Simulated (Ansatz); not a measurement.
Born–Oppenheimer molecular dynamics of a periodic cell of 17 atoms, Mg9O8 (host MgO, host structure Fm-3m, interstitial Mg). It starts from a relaxed structure.

Level of theory: DFT LDA, scalar-relativistic, plane waves, PAW in Ansatz 0.2.0. Settings: accuracy low, PAW set soft_1, cutoff 420 eV, k mesh 2x2x2, fermi-dirac smearing 0.02 eV, no spin polarisation.

```yaml
ensemble: NVE (velocity Verlet)
time_step: 1 fs
steps_asked: 220
starting_velocities_drawn_for: 2400 K
seed: 600136
```

Frames 2 fs apart, positions in Å, forces in eV/Å.

Velocities at 140 fs (Å/ps):

```
Mg 5.15 5.02 8.91
O 10.26 -1.00 -4.71
Mg 3.57 -2.38 -7.33
O 10.20 8.02 -2.90
Mg 2.29 -9.35 3.15
O 4.20 -13.12 8.88
Mg -4.49 13.33 2.39
O -0.62 -3.33 -15.33
Mg 3.64 10.23 -2.65
O -9.81 -13.10 -1.44
Mg -16.00 -3.56 -0.87
O -9.17 -3.75 12.19
Mg 0.07 -1.82 0.54
O 4.35 -0.13 8.91
Mg -3.25 -5.08 -6.72
O 4.87 7.15 1.76
Mg -0.40 6.29 -2.27
```

```xyz
17
Lattice="0.0000 4.1810 4.1810 4.1810 0.0000 4.1810 4.1810 4.1810 0.0000" Properties=species:S:1:pos:R:3:forces:R:3 time_fs=140 energy_less_start_eV=2.410 T=1236
Mg 0.143 0.059 0.075 -0.19 -0.20 -0.13
O 2.414 2.222 1.839 -1.75 -0.95 1.47
Mg 2.183 2.158 -0.018 -0.38 0.25 0.63
O 4.327 4.183 2.091 -1.29 0.13 -0.25
Mg 1.995 0.219 2.169 1.04 0.68 -1.04
O 4.224 2.093 4.304 0.29 0.71 0.42
Mg 4.234 2.006 2.284 1.30 0.54 -1.16
O 6.068 4.102 4.078 2.45 -2.01 1.15
Mg 0.015 2.266 2.322 0.43 -0.57 -1.13
O 2.099 4.462 4.202 0.76 -0.37 0.36
Mg 2.287 4.120 2.047 -0.99 0.99 0.39
O 4.253 6.162 4.268 -1.23 0.97 -0.34
Mg 1.820 1.626 3.666 0.58 2.71 0.35
O 4.114 4.236 6.365 -0.48 -1.02 -0.30
Mg 4.239 4.242 4.051 -1.83 -0.74 1.25
O 6.368 6.186 6.477 -0.56 -1.11 1.83
Mg 2.537 2.923 5.092 1.85 -0.02 -3.50
17
Lattice="0.0000 4.1810 4.1810 4.1810 0.0000 4.1810 4.1810 4.1810 0.0000" Properties=species:S:1:pos:R:3:forces:R:3 time_fs=142 energy_less_start_eV=2.547 T=1170
Mg 0.153 0.069 0.092 -0.48 -0.34 -0.29
O 2.432 2.219 1.831 -2.15 -0.92 1.42
Mg 2.189 2.153 -0.032 -0.39 0.04 1.04
O 4.345 4.199 2.085 -1.70 0.01 -0.12
Mg 2.001 0.201 2.175 1.22 0.98 -0.98
O 4.233 2.068 4.322 0.27 1.04 0.31
Mg 4.227 2.033 2.288 1.52 0.17 -1.12
O 6.070 4.093 4.049 2.25 -1.95 1.54
Mg 0.022 2.286 2.316 0.45 -0.85 -0.90
O 2.081 4.436 4.199 0.95 0.34 0.18
Mg 2.255 4.114 2.046 -0.78 1.07 0.35
O 4.233 6.156 4.292 -0.80 0.86 -0.70
Mg 1.821 1.624 3.667 0.34 2.59 0.35
O 4.122 4.235 6.383 -0.42 -0.78 -0.40
Mg 4.231 4.231 4.039 -1.60 -0.49 1.23
O 6.377 6.199 6.482 -0.56 -1.06 1.41
Mg 2.538 2.936 5.085 1.87 -0.73 -3.31
17
Lattice="0.0000 4.1810 4.1810 4.1810 0.0000 4.1810 4.1810 4.1810 0.0000" Properties=species:S:1:pos:R:3:forces:R:3 time_fs=144 energy_less_start_eV=2.692 T=1100
Mg 0.163 0.078 0.110 -0.80 -0.51 -0.45
O 2.446 2.213 1.827 -2.54 -0.86 1.38
Mg 2.196 2.149 -0.044 -0.40 -0.14 1.48
O 4.360 4.215 2.079 -1.96 -0.09 0.07
Mg 2.008 0.184 2.179 1.33 1.22 -0.92
O 4.243 2.045 4.341 0.25 1.37 0.18
Mg 4.221 2.060 2.290 1.71 -0.16 -1.05
O 6.077 4.079 4.024 1.93 -1.64 1.90
Mg 0.031 2.305 2.309 0.42 -1.16 -0.69
O 2.064 4.410 4.197 1.10 1.06 -0.06
Mg 2.221 4.109 2.045 -0.58 1.12 0.29
O 4.211 6.152 4.314 -0.34 0.72 -1.03
Mg 1.822 1.627 3.669 0.07 2.18 0.31
O 4.129 4.232 6.399 -0.35 -0.51 -0.51
Mg 4.221 4.219 4.028 -1.21 -0.18 1.15
O 6.385 6.210 6.491 -0.52 -0.91 0.73
Mg 2.541 2.947 5.072 1.89 -1.51 -2.78
17
Lattice="0.0000 4.1810 4.1810 4.1810 0.0000 4.1810 4.1810 4.1810 0.0000" Properties=species:S:1:pos:R:3:forces:R:3 time_fs=146 energy_less_start_eV=2.849 T=1024
Mg 0.171 0.086 0.126 -1.11 -0.68 -0.61
O 2.453 2.206 1.826 -2.88 -0.79 1.36
Mg 2.201 2.144 -0.054 -0.42 -0.29 1.92
O 4.370 4.231 2.072 -2.06 -0.17 0.30
Mg 2.018 0.170 2.181 1.35 1.38 -0.87
O 4.253 2.026 4.361 0.24 1.68 0.06
Mg 4.218 2.087 2.290 1.82 -0.44 -1.00
O 6.088 4.061 4.003 1.54 -1.11 2.21
Mg 0.040 2.322 2.300 0.36 -1.50 -0.50
O 2.051 4.387 4.195 1.20 1.76 -0.31
Mg 2.186 4.106 2.044 -0.38 1.14 0.23
O 4.189 6.149 4.334 0.12 0.57 -1.31
Mg 1.823 1.633 3.671 -0.22 1.53 0.21
O 4.136 4.227 6.414 -0.27 -0.24 -0.61
Mg 4.209 4.208 4.020 -0.73 0.16 1.03
O 6.391 6.218 6.502 -0.47 -0.72 -0.08
Mg 2.548 2.956 5.055 1.90 -2.27 -2.02
17
Lattice="0.0000 4.1810 4.1810 4.1810 0.0000 4.1810 4.1810 4.1810 0.0000" Properties=species:S:1:pos:R:3:forces:R:3 time_fs=148 energy_less_start_eV=3.005 T=949
Mg 0.177 0.094 0.141 -1.40 -0.84 -0.77
O 2.453 2.197 1.829 -3.10 -0.73 1.37
Mg 2.206 2.139 -0.061 -0.46 -0.42 2.29
O 4.375 4.247 2.067 -2.01 -0.24 0.56
Mg 2.029 0.157 2.182 1.28 1.47 -0.81
O 4.263 2.010 4.380 0.24 1.95 -0.07
Mg 4.218 2.114 2.289 1.83 -0.66 -0.96
O 6.104 4.041 3.987 1.12 -0.46 2.44
Mg 0.049 2.336 2.290 0.27 -1.84 -0.33
O 2.040 4.368 4.192 1.24 2.33 -0.53
Mg 2.150 4.105 2.044 -0.17 1.15 0.16
O 4.167 6.148 4.351 0.57 0.42 -1.53
Mg 1.824 1.641 3.674 -0.52 0.74 0.07
O 4.141 4.222 6.428 -0.18 0.03 -0.71
Mg 4.195 4.196 4.013 -0.22 0.51 0.87
O 6.397 6.224 6.513 -0.41 -0.54 -0.88
Mg 2.558 2.961 5.035 1.92 -2.89 -1.18
17
Lattice="0.0000 4.1810 4.1810 4.1810 0.0000 4.1810 4.1810 4.1810 0.0000" Properties=species:S:1:pos:R:3:forces:R:3 time_fs=150 energy_less_start_eV=3.129 T=889
Mg 0.181 0.100 0.156 -1.63 -0.97 -0.93
O 2.445 2.186 1.835 -3.17 -0.65 1.40
Mg 2.210 2.133 -0.065 -0.51 -0.51 2.55
O 4.375 4.262 2.063 -1.83 -0.31 0.83
Mg 2.043 0.147 2.182 1.14 1.49 -0.73
O 4.274 2.000 4.399 0.24 2.17 -0.20
Mg 4.221 2.139 2.287 1.70 -0.84 -0.95
O 6.122 4.020 3.978 0.72 0.22 2.58
Mg 0.059 2.348 2.280 0.16 -2.17 -0.17
O 2.032 4.355 4.188 1.24 2.69 -0.65
Mg 2.115 4.106 2.045 0.07 1.16 0.09
O 4.146 6.148 4.364 0.98 0.29 -1.68
Mg 1.824 1.651 3.677 -0.81 -0.07 -0.12
O 4.146 4.217 6.440 -0.10 0.28 -0.79
Mg 4.181 4.186 4.007 0.28 0.85 0.69
O 6.401 6.230 6.521 -0.38 -0.39 -1.55
Mg 2.570 2.962 5.013 1.91 -3.24 -0.38
17
Lattice="0.0000 4.1810 4.1810 4.1810 0.0000 4.1810 4.1810 4.1810 0.0000" Properties=species:S:1:pos:R:3:forces:R:3 time_fs=152 energy_less_start_eV=3.183 T=863
Mg 0.182 0.104 0.169 -1.79 -1.06 -1.07
O 2.430 2.173 1.844 -3.06 -0.57 1.42
Mg 2.214 2.126 -0.064 -0.57 -0.56 2.63
O 4.371 4.276 2.061 -1.56 -0.39 1.07
Mg 2.058 0.139 2.181 0.93 1.44 -0.62
O 4.286 1.994 4.418 0.23 2.32 -0.34
Mg 4.227 2.163 2.282 1.47 -0.97 -0.96
O 6.142 3.999 3.974 0.35 0.86 2.60
Mg 0.070 2.356 2.270 0.05 -2.45 -0.02
O 2.027 4.348 4.182 1.23 2.76 -0.65
Mg 2.079 4.109 2.045 0.33 1.16 0.02
O 4.127 6.149 4.372 1.33 0.19 -1.74
Mg 1.823 1.660 3.680 -1.10 -0.84 -0.32
O 4.151 4.213 6.450 -0.05 0.48 -0.85
Mg 4.168 4.176 4.002 0.73 1.18 0.51
O 6.404 6.234 6.526 -0.38 -0.27 -1.98
Mg 2.586 2.957 4.990 1.85 -3.29 0.30
17
Lattice="0.0000 4.1810 4.1810 4.1810 0.0000 4.1810 4.1810 4.1810 0.0000" Properties=species:S:1:pos:R:3:forces:R:3 time_fs=154 energy_less_start_eV=3.139 T=885
Mg 0.181 0.107 0.180 -1.87 -1.08 -1.18
O 2.408 2.159 1.856 -2.79 -0.46 1.39
Mg 2.216 2.119 -0.059 -0.63 -0.57 2.51
O 4.363 4.289 2.061 -1.24 -0.47 1.25
Mg 2.075 0.134 2.179 0.71 1.32 -0.49
O 4.298 1.994 4.436 0.23 2.36 -0.49
Mg 4.235 2.185 2.277 1.14 -1.08 -0.98
O 6.163 3.980 3.977 0.05 1.41 2.51
Mg 0.080 2.360 2.260 -0.07 -2.65 0.13
O 2.025 4.348 4.174 1.23 2.53 -0.50
Mg 2.044 4.113 2.045 0.61 1.15 -0.05
O 4.112 6.149 4.377 1.61 0.13 -1.71
Mg 1.820 1.669 3.682 -1.38 -1.50 -0.50
O 4.156 4.209 6.458 -0.03 0.63 -0.89
Mg 4.155 4.169 3.999 1.11 1.47 0.35
O 6.407 6.237 6.526 -0.39 -0.17 -2.15
Mg 2.605 2.948 4.968 1.71 -3.02 0.80
17
Lattice="0.0000 4.1810 4.1810 4.1810 0.0000 4.1810 4.1810 4.1810 0.0000" Properties=species:S:1:pos:R:3:forces:R:3 time_fs=156 energy_less_start_eV=2.996 T=954
Mg 0.177 0.108 0.189 -1.86 -1.03 -1.26
O 2.379 2.144 1.872 -2.41 -0.32 1.28
Mg 2.218 2.110 -0.050 -0.69 -0.50 2.21
O 4.352 4.301 2.065 -0.90 -0.55 1.34
Mg 2.093 0.131 2.175 0.48 1.14 -0.35
O 4.311 2.000 4.453 0.25 2.29 -0.65
Mg 4.245 2.206 2.269 0.79 -1.17 -0.99
O 6.184 3.965 3.986 -0.18 1.84 2.31
Mg 0.090 2.360 2.250 -0.18 -2.75 0.29
O 2.026 4.354 4.166 1.22 2.05 -0.25
Mg 2.010 4.119 2.046 0.91 1.13 -0.10
O 4.101 6.151 4.378 1.80 0.10 -1.61
Mg 1.815 1.674 3.683 -1.65 -2.02 -0.62
O 4.161 4.208 6.464 -0.05 0.70 -0.92
Mg 4.145 4.163 3.995 1.40 1.70 0.23
O 6.409 6.241 6.521 -0.42 -0.08 -2.04
Mg 2.626 2.933 4.947 1.49 -2.52 1.12
17
Lattice="0.0000 4.1810 4.1810 4.1810 0.0000 4.1810 4.1810 4.1810 0.0000" Properties=species:S:1:pos:R:3:forces:R:3 time_fs=158 energy_less_start_eV=2.777 T=1059
Mg 0.170 0.108 0.196 -1.77 -0.93 -1.29
O 2.344 2.128 1.891 -1.96 -0.14 1.07
Mg 2.218 2.101 -0.038 -0.74 -0.34 1.79
O 4.339 4.312 2.072 -0.57 -0.63 1.31
Mg 2.112 0.129 2.172 0.28 0.90 -0.21
O 4.325 2.011 4.469 0.31 2.12 -0.82
Mg 4.256 2.225 2.260 0.43 -1.25 -0.98
O 6.204 3.954 4.000 -0.34 2.11 2.04
Mg 0.100 2.355 2.240 -0.28 -2.75 0.45
O 2.030 4.365 4.157 1.19 1.40 0.05
Mg 1.977 4.128 2.046 1.22 1.10 -0.13
O 4.094 6.152 4.374 1.88 0.09 -1.46
Mg 1.807 1.677 3.684 -1.88 -2.37 -0.63
O 4.165 4.208 6.468 -0.11 0.70 -0.92
Mg 4.137 4.161 3.993 1.59 1.87 0.15
O 6.409 6.244 6.511 -0.47 0.01 -1.71
Mg 2.650 2.915 4.928 1.22 -1.89 1.29
17
Lattice="0.0000 4.1810 4.1810 4.1810 0.0000 4.1810 4.1810 4.1810 0.0000" Properties=species:S:1:pos:R:3:forces:R:3 time_fs=160 energy_less_start_eV=2.518 T=1184
Mg 0.160 0.106 0.202 -1.61 -0.77 -1.28
O 2.304 2.112 1.912 -1.49 0.06 0.74
Mg 2.217 2.091 -0.023 -0.75 -0.08 1.32
O 4.324 4.322 2.082 -0.27 -0.68 1.16
Mg 2.131 0.129 2.168 0.10 0.61 -0.09
O 4.339 2.027 4.482 0.41 1.86 -1.01
Mg 4.268 2.242 2.250 0.12 -1.30 -0.93
O 6.224 3.947 4.019 -0.45 2.22 1.72
Mg 0.110 2.347 2.231 -0.38 -2.64 0.62
O 2.037 4.379 4.148 1.12 0.67 0.35
Mg 1.946 4.137 2.046 1.55 1.04 -0.14
O 4.091 6.154 4.367 1.86 0.12 -1.28
Mg 1.796 1.676 3.683 -2.06 -2.56 -0.50
O 4.170 4.209 6.470 -0.22 0.63 -0.90
Mg 4.131 4.162 3.990 1.68 1.95 0.13
O 6.408 6.247 6.496 -0.51 0.10 -1.23
Mg 2.675 2.894 4.911 0.90 -1.24 1.33
17
Lattice="0.0000 4.1810 4.1810 4.1810 0.0000 4.1810 4.1810 4.1810 0.0000" Properties=species:S:1:pos:R:3:forces:R:3 time_fs=162 energy_less_start_eV=2.261 T=1308
Mg 0.147 0.103 0.205 -1.41 -0.57 -1.23
O 2.261 2.096 1.936 -1.01 0.29 0.30
Mg 2.215 2.081 -0.006 -0.73 0.29 0.87
O 4.309 4.329 2.094 0.00 -0.73 0.89
Mg 2.151 0.130 2.163 -0.04 0.30 0.00
O 4.354 2.048 4.493 0.56 1.53 -1.21
Mg 4.280 2.256 2.238 -0.13 -1.34 -0.85
O 6.242 3.947 4.043 -0.50 2.18 1.39
Mg 0.118 2.334 2.223 -0.49 -2.43 0.78
O 2.047 4.395 4.140 1.00 -0.06 0.60
Mg 1.918 4.149 2.045 1.87 0.97 -0.13
O 4.093 6.156 4.357 1.73 0.17 -1.09
Mg 1.782 1.671 3.682 -2.14 -2.58 -0.21
O 4.173 4.212 6.469 -0.36 0.52 -0.87
Mg 4.128 4.165 3.988 1.67 1.93 0.18
O 6.407 6.250 6.479 -0.56 0.19 -0.67
Mg 2.703 2.870 4.896 0.55 -0.66 1.25
```

Of the whole run (220 fs, mean temperature of the second half 1197 K): The conserved energy stayed within 0.35 meV per atom of its start (net change 0.19 meV per atom), so the integration is sound. Over the second half the temperature averaged 0.50 of the 2400 K drawn at the start: a run that starts near a minimum puts about half its kinetic energy into the potential. A run of 0.22 ps of so small a system gives no equilibrium averages. Limits of this set-up: coarse k mesh, PAW files made for another functional, a small cell, in which the defect meets its images, low accuracy level.

The run took 10 min on 1 thread of Arm Neoverse V2 (shared host), peak memory 0.43 GiB.
